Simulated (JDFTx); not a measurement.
# Co (P6_3/mmc) in JDFTx: reference runs

How does Co come out in PBE? The cell is run as given.

Everything below comes from runs of JDFTx 1.7.0 (patched build). Logs are shortened: lines on timing, memory, paths and dates and some standing lists are left out, and cuts for length are marked. The log counts tension as positive stress, the text compression.

**1. The crystal as given**

The structure is hexagonal, space group P6_3/mmc (No. 194). The conventional cell has a = 2.472 Å, b = 2.472 Å, c = 4.021 Å, α = 90.00°, β = 90.00°, γ = 120.00°. Co (site symmetry -6m2) is surrounded by 12 Co at 2.47 Å.

**2. Single point, PBE, collinear spin, ferromagnetic start**

Input file Co.in:

```
lattice \
    4.6714027971    -2.3357013986     0.0000000000 \
    0.0000000000     4.0455534936     0.0000000000 \
    0.0000000000     0.0000000000     7.5988610189
coords-type Lattice
ion Co     0.6666666667     0.3333333333     0.7500000000 1
ion Co     0.3333333333     0.6666666667     0.2500000000 1

ion-species pseudo/Co.upf
elec-cutoff 48 384
elec-ex-corr gga-PBE
kpoint-folding 12 12 7
elec-smearing Fermi 0.0018374661
elec-n-bands 26
spintype z-spin
initial-magnetic-moments Co 2 2
elec-initial-magnetization 4 no
electronic-SCF nIterations 100 energyDiffThreshold 1e-09
electronic-minimize nIterations 30 energyDiffThreshold 1e-7
converge-empty-states yes
forces-output-coords Cartesian

dump-name run.$VAR
dump End Ecomponents EigStats BandEigs Kpoints Forces Stress
```

Potentials or basis: PseudoDojo-SR-PBE-0.5-standard.

On the command line:

```console
$ jdftx -c 1 -i Co.in -o Co.out
```

Standard output:

```text
*************** JDFTx 1.7.0 (patched build) ***************

Input parsed successfully to the following command list (including defaults):
[... the input with its defaults ...]

---------- Setting up symmetries ----------

Found 24 point-group symmetries of the bravais lattice
Found 24 space-group symmetries with basis
Applied RMS atom displacement 2.69704e-10 bohrs to make symmetries exact.

---------- Initializing the Grid ----------
R =
[       4.6714      -2.3357            0  ]
[            0      4.04555            0  ]
[            0            0      7.59886  ]
unit cell volume = 143.606
G =
[    1.34503   0.776554         -0  ]
[          0    1.55311          0  ]
[          0         -0   0.826859  ]
Minimum fftbox size, Smin = [  44  44  68  ]
Chosen fftbox size, S = [  48  48  70  ]

---------- Initializing tighter grid for wavefunction operations ----------
R =
[       4.6714      -2.3357            0  ]
[            0      4.04555            0  ]
[            0            0      7.59886  ]
unit cell volume = 143.606
G =
[    1.34503   0.776554         -0  ]
[          0    1.55311          0  ]
[          0         -0   0.826859  ]
Minimum fftbox size, Smin = [  32  32  48  ]
Chosen fftbox size, S = [  32  32  48  ]

---------- Exchange Correlation functional ----------
Initalized PBE GGA exchange.
Initalized PBE GGA correlation.

---------- Setting up pseudopotentials ----------
Width of ionic core gaussian charges (only for fluid interactions / plotting) set to 0

Reading pseudopotential file 'pseudo/Co.upf':
  'Co' pseudopotential, 'PBE' functional
  Generated using ONCVPSP code by D. R. Hamann
  17 valence electrons, 4 orbitals, 6 projectors, 1001 radial grid points, with lMax = 2
    3S    l: 0   occupation:  2.0   eigenvalue: -3.763303
    3P    l: 1   occupation:  6.0   eigenvalue: -2.412101
    3D    l: 2   occupation:  7.0   eigenvalue: -0.301498
    4S    l: 0   occupation:  2.0   eigenvalue: -0.201022
  Core radius for overlap checks: 1.60 bohrs.

Initialized 1 species with 2 total atoms.

Folded 1 k-points by 12x12x7 to 1008 k-points.

---------- Setting up k-points, bands, fillings ----------
Reduced to 76 k-points under symmetry.
Computing the number of bands and number of electrons
Calculating initial fillings.
nElectrons:  34.000000   nBands: 26   nStates: 152

----- Setting up reduced wavefunction bases (one per k-point) -----
average nbasis = 2281.318 , ideal nbasis = 2281.023

---------- Setting up ewald sum ----------
Optimum gaussian width for ewald sums = 1.861214 bohr.
Real space sum over 1521 unit cells with max indices [  6  6  4  ]
Reciprocal space sum over 2057 terms with max indices [  5  5  8  ]

---------- Allocating electronic variables ----------
Initializing wave functions:  linear combination of atomic orbitals
Note: number of bands (26) exceeds available atomic orbitals (20)
Co (M=2) pseudo-atom majority spin occupations:   s ( 1 0.5 )  p ( 3 )  d ( 5 )
Co (M=2) pseudo-atom minority spin occupations:   s ( 1 0 )  p ( 3 )  d ( 3.5 )
	FillingsUpdate:  mu: +1.338642675  nElectrons: 34.000000  magneticMoment: [ Abs: 2.01438  Tot: +2.00000 ]
LCAOMinimize: Iter:   0  F: -282.7971274369983803  |grad|_K:  5.660e-03  alpha:  1.000e+00
	FillingsUpdate:  mu: +0.932966264  nElectrons: 34.000000  magneticMoment: [ Abs: 3.00049  Tot: +2.87906 ]
LCAOMinimize: Iter:   1  F: -284.7055806169711900  |grad|_K:  3.466e-03  alpha:  3.482e-01  linmin: -1.978e-01  cgtest:  4.836e-01
	FillingsUpdate:  mu: +0.732186976  nElectrons: 34.000000  magneticMoment: [ Abs: 3.33028  Tot: +3.16412 ]
[... 10 lines of inner loops ...]
LCAOMinimize: Iter:   7  F: -284.9463485864375798  |grad|_K:  7.612e-07  alpha:  4.691e-01  linmin:  2.432e-06  cgtest: -9.579e-03
	FillingsUpdate:  mu: +0.737672505  nElectrons: 34.000000  magneticMoment: [ Abs: 3.51599  Tot: +3.25708 ]
LCAOMinimize: Iter:   8  F: -284.9463486151880716  |grad|_K:  2.576e-07  alpha:  9.654e-01  linmin: -2.266e-04  cgtest:  3.885e-04
LCAOMinimize: Converged (|Delta F|<1.000000e-06 for 2 iters).

-------- Electronic minimization -----------
Will mix electronic density at each iteration.
	FillingsUpdate:  mu: +0.737672505  nElectrons: 34.000000  magneticMoment: [ Abs: 3.51599  Tot: +3.25708 ]
	FillingsUpdate:  mu: +0.735194131  nElectrons: 34.000000  magneticMoment: [ Abs: 3.51599  Tot: +3.25708 ]
SCF: Cycle:  0   F: -284.971401137177452   dF: -2.505e-02   |Residual|: 9.949e-02   |deigs|: 6.159e-02
	FillingsUpdate:  mu: +0.716436008  nElectrons: 34.000000  magneticMoment: [ Abs: 3.57024  Tot: +3.24508 ]
SCF: Cycle:  1   F: -284.977984621532755   dF: -6.583e-03   |Residual|: 3.520e-02   |deigs|: 2.086e-02
	FillingsUpdate:  mu: +0.722204757  nElectrons: 34.000000  magneticMoment: [ Abs: 3.57361  Tot: +3.24385 ]
SCF: Cycle:  2   F: -284.979154583046920   dF: -1.170e-03   |Residual|: 6.632e-03   |deigs|: 6.105e-03
	FillingsUpdate:  mu: +0.722471530  nElectrons: 34.000000  magneticMoment: [ Abs: 3.59840  Tot: +3.24864 ]
SCF: Cycle:  3   F: -284.979157246441275   dF: -2.663e-06   |Residual|: 2.375e-03   |deigs|: 2.131e-04
	FillingsUpdate:  mu: +0.722359563  nElectrons: 34.000000  magneticMoment: [ Abs: 3.59778  Tot: +3.25170 ]
SCF: Cycle:  4   F: -284.979158490876273   dF: -1.244e-06   |Residual|: 5.121e-04   |deigs|: 1.685e-04
	FillingsUpdate:  mu: +0.722354874  nElectrons: 34.000000  magneticMoment: [ Abs: 3.59605  Tot: +3.25182 ]
SCF: Cycle:  5   F: -284.979158562878411   dF: -7.200e-08   |Residual|: 1.808e-04   |deigs|: 3.015e-05
	FillingsUpdate:  mu: +0.722361395  nElectrons: 34.000000  magneticMoment: [ Abs: 3.59590  Tot: +3.25145 ]
SCF: Cycle:  6   F: -284.979158581212573   dF: -1.833e-08   |Residual|: 7.969e-05   |deigs|: 3.067e-05
	FillingsUpdate:  mu: +0.722359584  nElectrons: 34.000000  magneticMoment: [ Abs: 3.59613  Tot: +3.25124 ]
SCF: Cycle:  7   F: -284.979158585768232   dF: -4.556e-09   |Residual|: 2.357e-05   |deigs|: 1.138e-04
	FillingsUpdate:  mu: +0.722357527  nElectrons: 34.000000  magneticMoment: [ Abs: 3.59614  Tot: +3.25126 ]
SCF: Cycle:  8   F: -284.979158586909705   dF: -1.141e-09   |Residual|: 1.135e-05   |deigs|: 5.064e-05
	FillingsUpdate:  mu: +0.722357794  nElectrons: 34.000000  magneticMoment: [ Abs: 3.59618  Tot: +3.25129 ]
SCF: Cycle:  9   F: -284.979158587218933   dF: -3.092e-10   |Residual|: 2.654e-06   |deigs|: 2.150e-05
	FillingsUpdate:  mu: +0.722357626  nElectrons: 34.000000  magneticMoment: [ Abs: 3.59618  Tot: +3.25130 ]
SCF: Cycle: 10   F: -284.979158587299821   dF: -8.089e-11   |Residual|: 1.075e-06   |deigs|: 1.665e-05
SCF: Converged (|Delta E|<1.000000e-09 for 2 iters).

Setting wave functions to eigenvectors of Hamiltonian
Converging empty states (this may take a while): |deigs|: 5.182e-04

# Stress tensor in Cartesian coordinates [Eh/a0^3]:
[ -0.000210162            0            0  ]
[            0 -0.000210162            0  ]
[            0            0 -0.000115137  ]

# Ionic positions in lattice coordinates:
ion Co   0.666666666666667   0.333333333333333   0.750000000000000 1
ion Co   0.333333333333333   0.666666666666667   0.250000000000000 1

# Forces in Cartesian coordinates:
force Co   0.000000000000000  -0.000000000000000  -0.000000000000000 1
force Co  -0.000000000000000  -0.000000000000000  -0.000000000000000 1

# Energy components:
   Eewald =     -200.8186204397056827
       EH =       74.4149054164507078
     Eloc =     -221.4766398364940869
      Enl =      -37.6450592294911317
      Exc =      -56.0930112006263855
 Exc_core =       21.0945619236194126
       KE =      135.5452693251426410
-------------------------------------
     Etot =     -284.9785940411045431
       TS =        0.0005645461952939
-------------------------------------
        F =     -284.9791585872998212

IonicMinimize: Iter:   0  F: -284.979158587299821  |grad|_K:        nan
IonicMinimize: None of the convergence criteria satisfied after 0 iterations.

#--- Lowdin population analysis ---
# oxidation-state Co +0.216 +0.216
# magnetic-moments Co +1.694 +1.694

Dumping 'run.eigStats' ...
	eMin: -2.805934 at state 0 ( [ +0.000000 +0.000000 +0.000000 ] spin 1 )
	HOMO: +0.722072 at state 131 ( [ +0.166667 +0.250000 +0.428571 ] spin -1 )
	mu  : +0.722358
	LUMO: +0.722698 at state 77 ( [ +0.000000 +0.000000 +0.142857 ] spin -1 )
	eMax: +1.694248 at state 79 ( [ +0.000000 +0.000000 +0.428571 ] spin -1 )
	HOMO-LUMO gap: +0.000626
	Optical gap  : +0.009025 at state 139 ( [ +0.166667 +0.416667 +0.428571 ] spin -1 )
Done!
```

Wall time 5 min (1 thread of Arm Neoverse V1, shared host); peak memory 0.39 GiB.

Results:

- Free energy: -7754.6780 eV
- Pressure: 5.3 GPa
- Band gap on the k mesh: none (metal or under the smearing width)
- Net moment: 3.25 μB per cell
- Absolute moment: 3.60 μB per cell
- Site moments: Co +1.69 μB

Stress tensor (GPa, compression positive):
```
6.18 0.00 0.00
0.00 6.18 0.00
0.00 0.00 3.39
```
